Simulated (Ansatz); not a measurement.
The system is BeTe.

```
Te Be
1.0
     0.00000    2.77000    2.77000
     2.77000    0.00000    2.77000
     2.77000    2.77000    0.00000
Te Be
1 1
Direct
  0.75000 0.75000 0.75000
  0.00000 0.00000 0.00000
```

- Program: Ansatz 0.2.0
- Task: relaxation of cell and atoms
- Functional: PBE
- Dispersion: D3(BJ)
- Potentials or basis: all-electron LAPW, scalar-relativistic
- Basis error allowed: 0.001 eV/atom
- k mesh: 8 × 8 × 8
- Occupations: fermi-dirac, width 0.05 eV
- Spin: no spin polarisation

At the start: volume 21.25 Å³/atom.

Task: How do energy, volume and symmetry change on relaxing?

Result: Over 4 steps the energy falls by 2.1 meV/atom and the volume is 21.74 Å³/atom (+2.3 %); space group F-43m (No. 216, to 0.05 Å).

The path:
| step | energy change (eV) | largest force (eV/Å) | volume (Å³) |
| --- | --- | --- | --- |
| 1 | 0.0000 | 0.0000 | 42.51 |
| 2 | -0.0038 | 0.0000 | 43.76 |
| 3 | -0.0042 | 0.0000 | 43.47 |
| 4 | -0.0042 | 0.0000 | 43.47 |

Final structure:
```cif
data_structure
_symmetry_space_group_name_H-M 'P 1'
_symmetry_Int_Tables_number 1
_cell_length_a 3.9467
_cell_length_b 3.9467
_cell_length_c 3.9467
_cell_angle_alpha 60.000
_cell_angle_beta 60.000
_cell_angle_gamma 60.000
_cell_volume 43.47
loop_
_atom_site_label
_atom_site_type_symbol
_atom_site_fract_x
_atom_site_fract_y
_atom_site_fract_z
_atom_site_occupancy
Te1 Te 0.75000 0.75000 0.75000 1
Be1 Be 0.00000 0.00000 0.00000 1
```
